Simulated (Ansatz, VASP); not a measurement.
# One calculation of CuAu, two programs

```xyz
2
Lattice="2.8000 0.0000 0.0000 0.0000 2.8000 0.0000 0.0000 0.0000 3.6700" Properties=species:S:1:pos:R:3 pbc="T T T"
Cu    1.4000    1.4000    1.8350
Au    0.0000    0.0000    0.0000
```

Alike in both runs: functional PBE; k mesh 12 × 12 × 9; occupations fermi-dirac, width 0.05 eV; no spin polarisation.

Ansatz relaxed the structure, and its values are those at the end. VASP's run is a single point on that final structure, the one shown.

|  | VASP | Ansatz |
| --- | --- | --- |
| version | VASP 6.6.1 | Ansatz 0.2.0 |
| potentials or method | VASP PAW PBE potentials, release 64 (Cu, Au) | plane-wave PAW, scalar-relativistic |
| plane-wave cutoff (eV) | 520 | 420 |
| valence electrons in the cell | 22 | 38 |

VASP gave:

| Property | Result |
| --- | --- |
| pressure (GPa) | 6.6 |

Question: What did Ansatz give for the same quantities?

Answer: Pressure (GPa): 6.7.

The two sets of potentials don't hold the same shells in valence. Ansatz warned: «gradients_without_spin_orbit».

The runs have no spin-orbit coupling, so splittings on Au are missing.
